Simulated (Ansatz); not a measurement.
# MgH2 (Fm-3m) in Ansatz: convergence with xc grid

Aim: find how far xc grid must go before the results for MgH2 settle, at r2SCAN. This setting moves, with any that are tied to it; all else stays.

All numbers are computed with Ansatz 0.2.0; they aren't measurements. Logs are shortened: lines on timing, memory, paths and dates and some standing lists are left out, and cuts for length are marked.

### Step 1. Starting point

Symmetry: Fm-3m, No. 225, cubic system. The conventional cell has a = 4.762 Å, b = 4.762 Å, c = 4.762 Å, α = 90.00°, β = 90.00°, γ = 90.00°. Mg (site symmetry m-3m) is surrounded by 8 H at 2.06 Å. Around H (site symmetry -43m) lie 4 Mg at 2.06 Å.

Measurements of this composition are mostly on another form, of space group No. 136.

### Step 2. With xc grid 1

input.yaml reads:

```yaml
crystal:
  lattice:
    - [0.0, 2.3810671667, 2.3810671667]
    - [2.3810671667, 0.0, 2.3810671667]
    - [2.3810671667, 2.3810671667, 0.0]
  atoms:
    - { symbol: Mg, position: [0.0, 0.0, 0.0] }
    - { symbol: H, position: [0.25, 0.25, 0.25] }
    - { symbol: H, position: [0.75, 0.75, 0.75] }
hamiltonian:
  xc: r2scan
  pseudopotentials: { kind: nc, accuracy: standard }
kpoints:
  mp_grid: { grid: [8, 8, 8] }
scf:
  occupations: { method: fermi_dirac, width: 0.05 }
output:
  forces: true
  stress: true
  eigenvalues: true
basis:
  xc_grid: 1
```

Potentials or basis: PseudoDojo standard (PBE files).

On the command line:

```console
$ ansatz run input.yaml --threads 2 --pin off --max-ram 5632MiB --backend cpu --events-out ev --progress --plain --runs-dir out
```

Output:

```text
Warning: hamiltonian.xc reads the kinetic-energy density τ on the library's norm-conserving files, and those of Mg, H were made for PBE. This build holds files of Mg, H that were made for r²SCAN, which a deck under this functional can read where it names no table (hamiltonian.pseudopotentials.accuracy or source), types no xc_functional and has no exact exchange, max_exx_coeff or level of output.embedding that keeps them out. To compare such runs, type hamiltonian.pseudopotentials: {kind: paw, frozen_core: stored} on both or, where PAW refuses one, {kind: nc, accuracy: standard}
Warning: RAYON_NUM_THREADS=2 ignored (pool sized by the plan → 2); use --threads N
Engine: ansatz 0.2.0, aarch64-unknown-linux-gnu
Pseudopotentials: kind: nc
Pseudopotential: Mg, nc, valence charge 10, recommended cutoff 1142.878222 eV (normal), Mg.nc.azcp (PseudoDojo's, or run here from an input of PseudoDojo's; its table is named by hamiltonian.pseudopotentials.accuracy)
Pseudopotential: H, nc, valence charge 1, recommended cutoff 979.609905 eV (normal), H.nc.azcp (PseudoDojo's, or run here from an input of PseudoDojo's; its table is named by hamiltonian.pseudopotentials.accuracy)
Functional definition: r2SCAN
  parameter k0 = 0.174
  parameter k1 = 0.065
  parameter a1 = 4.9479
  exchange = r2scan_x(k0 = k0, k1 = k1, a1 = a1)
  correlation = r2scan_c
Crystal: 3 atoms, lattice volume = 26.999 Å³
Basis set: ecut = 1142.878222 eV, 2421 PW (Γ)
Bands: 10, of which v1, the nominal top of the filled ones, is band 6 counted from 1 (5 counted from 0)
Symmetry: 48 space group operations
Space group: Fm-3m (ITA 225), of the structure as read, at distance tolerance 3.0e-5 Å
k-points: 29 of 512
Non-local potential: Mg, projectors of the file, l = 0: 2, l = 1: 2
Non-local potential: H, projectors of the file, l = 0: 2, l = 1: 1
Initial density: superposition of atomic densities (chi_scale 0.1, normalization cell, long waves kept (reshape's long-wave potential 0.00 eV rms))
Initial wavefunctions: pseudopotential atomic-orbital guess
Functional: x = r2scan, c = r2scan; τ floored in thin density (d = 2e-4 eV/Å³)
SCF iter   1: F=—  HF=-1650.499944 eV  |F-HF|=—  |Δ(HF+E_count)|=         —  Δρ=8.23e-2  dr2=1.60e0  dr2_τ=5.05e-2  ethr=3.10e-3  ⟨swp⟩=5.7  Hψ=2066  notcnv=0
preconditioner: auto → none  [insulator: Δε(μ)=0.392 eV  Ē_g=12.906 eV  σ=0.050 eV  W_gap=0.67  n_scr=8 (ndim 8)  ℏωp=14.3 eV  f_vac=0.000  D(μ)=0.05/eV (n_scr^D=0)  ε∞_Penn≈2.2]
SCF iter   2: F=—  HF=-1650.340771 eV  |F-HF|=—  |Δ(HF+E_count)|=   1.59e-1  Δρ=3.26e-2  dr2=2.68e-1  dr2_τ=4.88e-2  ethr=3.10e-3  ⟨swp⟩=2.0  Hψ=678  notcnv=0
SCF iter   3: F=—  HF=-1650.317465 eV  |F-HF|=—  |Δ(HF+E_count)|=   2.33e-2  Δρ=4.01e-3  dr2=1.51e-3  dr2_τ=1.59e-3  ethr=2.23e-3  ⟨swp⟩=2.4  Hψ=473  notcnv=0
SCF iter   4: F=—  HF=-1650.317970 eV  |F-HF|=—  |Δ(HF+E_count)|=   5.05e-4  Δρ=9.99e-4  dr2=2.54e-4  dr2_τ=3.53e-5  ethr=1.26e-5  ⟨swp⟩=2.0  Hψ=472  notcnv=0
SCF iter   5: F=—  HF=-1650.317913 eV  |F-HF|=—  |Δ(HF+E_count)|=   5.76e-5  Δρ=1.33e-4  dr2=4.76e-6  dr2_τ=3.43e-6  ethr=2.12e-6  ⟨swp⟩=2.0  Hψ=333  notcnv=0
SCF iter   6: F=—  HF=-1650.317905 eV  |F-HF|=—  |Δ(HF+E_count)|=   8.03e-6  Δρ=1.31e-5  dr2=3.66e-8  dr2_τ=1.78e-8  ethr=8.33e-10  ⟨swp⟩=5.0  Hψ=1679  notcnv=0
SCF iter   7: F=-1650.317905 eV  HF=-1650.317905 eV  |F-HF|=5.23e-9  |Δ(HF+E_count)|=   4.01e-8  Δρ=9.39e-7  dr2=1.03e-10  dr2_τ=5.52e-10  ethr=3.05e-10  ⟨swp⟩=2.9  Hψ=957  notcnv=0
SCF 1 converged in 7 iterations: F = -1650.317905 eV  dr2 = 1.03e-10
SCF converged after 7 iterations
Free energy (F): -1650.317905 eV
Harris-Foulkes:  -1650.317905 eV  (|F-HF|=5.23e-9)
Internal energy: -1650.316426 eV  (E = F + TS)
E sigma→0 (E₀):  -1650.317165 eV
Entropy (-TS):   -0.001478 eV (-0.493 meV/atom)
Fermi energy:    5.848371 eV
--- Per-component energies (eV) ---
  E_band       = -381.786630
  E_kinetic    = 958.314577
  E_local      = -1709.006800  (includes V_loc(G=0)·N_el)
  E_nonlocal   = -497.769630
  E_hartree    = 595.739914
  E_xc         = -238.757546
  E_vxc        = -351.947124  (∫ρ·V_xc dr)
  E_vtau       = 27.142373  (kinetic-family band-sum trace: ∫τ·v_τ [+ j·A + Jᵃ·Aᵃ] dr)
  E_ewald      = -758.836941
  E_smearing   = -0.001478  (= −TS)
  E_closure    = 0.000000  (closes the sum)
  Σ components = -1650.317905   (vs F -1650.317905, Δ=0.00e0)
--- Forces (eV/Å), atoms counted from 1 ---
  atom   1  Mg    -0.00000000     0.00000000     0.00000000
  atom   2  H      0.00000000    -0.00000000     0.00000000
  atom   3  H      0.00000000    -0.00000000     0.00000000
  max |Σ_I F_I| component: 7.23e-20 eV/Å
--- Stress (GPa, compression-positive) ---
       -0.884323      -0.000000       0.000000
        0.000000      -0.884323      -0.000000
        0.000000      -0.000000      -0.884323
  P = ⅓ Tr σ = -0.8843 GPa (-8.843 kbar)
--- Band table (eV; the first three rows and the last of 29) ---
  k-point 0: bands = ["-74.3687", "-39.1299", "-39.1299", "-39.1299", "-4.7094", "6.4561", "15.4356", "15.4356", "15.4356", "18.6675"]
  k-point 1: bands = ["-74.3685", "-39.1326", "-39.1303", "-39.1303", "-4.4139", "5.7960", "14.3701", "15.1266", "15.1266", "17.8915"]
  k-point 2: bands = ["-74.3681", "-39.1392", "-39.1313", "-39.1313", "-3.5414", "4.0775", "13.1871", "14.7690", "14.7690", "16.0139"]
  k-point 28: bands = ["-74.3670", "-39.1424", "-39.1424", "-39.1367", "0.9006", "0.9006", "6.9676", "7.6142", "16.0449", "16.0449"]
```

It took 1.5 s on 2 threads of Arm Neoverse V2, shared host; peak memory 0.29 GiB.

Results:

| Quantity | Value |
| --- | --- |
| Free energy | -1650.3179 eV |
| Pressure | -0.9 GPa |
| Band gap on the k mesh | none (metal or under the smearing width) |

### Step 3. With xc grid 2

input.yaml: that of step 2 with these lines changed.

```diff
@@ -21,2 +21,2 @@
 basis:
-  xc_grid: 1
+  xc_grid: 2
```

Potentials or basis: PseudoDojo standard (PBE files).

On the command line:

```console
$ ansatz run input.yaml --threads 2 --pin off --max-ram 5632MiB --backend cpu --events-out ev --progress --plain --runs-dir out
```

It took 1.6 s on 2 threads of Arm Neoverse V2, shared host; peak memory 0.29 GiB.

Results:

| Quantity | Value |
| --- | --- |
| Free energy | -1650.3178 eV |
| Pressure | -0.9 GPa |
| Band gap on the k mesh | none (metal or under the smearing width) |

### Step 4. With xc grid 3

input.yaml: that of step 3 with these lines changed.

```diff
@@ -21,2 +21,2 @@
 basis:
-  xc_grid: 2
+  xc_grid: 3
```

On the command line:

```console
$ ansatz run input.yaml --threads 2 --pin off --max-ram 5632MiB --backend cpu --events-out ev --progress --plain --runs-dir out
```

Wall time 1.6 s (2 threads of Arm Neoverse V2, shared host); peak memory 0.29 GiB.

The run converged. Its results:

```yaml
Free_energy: -1650.3177 eV
Pressure: -0.9 GPa
Band_gap_on_the_k_mesh: none (metal or under the smearing width)
```

### Step 5. With xc grid 4

input.yaml: that of step 4 with these lines changed.

```diff
@@ -21,2 +21,2 @@
 basis:
-  xc_grid: 3
+  xc_grid: 4
```

On the command line:

```console
$ ansatz run input.yaml --threads 2 --pin off --max-ram 5632MiB --backend cpu --events-out ev --progress --plain --runs-dir out
```

It took 1.8 s on 2 threads of Arm Neoverse V2, shared host; peak memory 0.29 GiB.

Results (log left out):

| Property | Result |
| --- | --- |
| Free energy | -1650.3177 eV |
| Pressure | -0.9 GPa |
| Band gap on the k mesh | none (metal or under the smearing width) |

### Step 6. With xc grid 5

input.yaml: that of step 5 with these lines changed.

```diff
@@ -21,2 +21,2 @@
 basis:
-  xc_grid: 4
+  xc_grid: 5
```

Potentials or basis: PseudoDojo standard (PBE files).

On the command line:

```console
$ ansatz run input.yaml --threads 2 --pin off --max-ram 5632MiB --backend cpu --events-out ev --progress --plain --runs-dir out
```

Run time: 1.9 s. Hardware: 2 threads of Arm Neoverse V2, shared host; peak memory 0.29 GiB.

Results (log left out):

| Quantity | Value |
| --- | --- |
| Free energy | -1650.3177 eV |
| Pressure | -0.9 GPa |
| Band gap on the k mesh | none (metal or under the smearing width) |

### Step 7. Result

```csv
xc grid,"energy less the tightest run, at zero smearing (meV/atom)",SCF cycles,CPU time (s),peak memory (GiB)
1,-0.06,7,2.9,0.29
2,-0.02,7,3.1,0.29
3,0.00,7,3.2,0.29
4,0.00,7,3.4,0.29
5,0.00,7,3.6,0.29
```

Against the tightest run, the energy stays within 1 meV/atom from 1 on. The tightest run that finished is the yardstick and may itself not be fully converged.

Caveats: the meta-GGA runs on potentials made for a GGA; the potentials were made for another functional, which shifts forces and pressure.
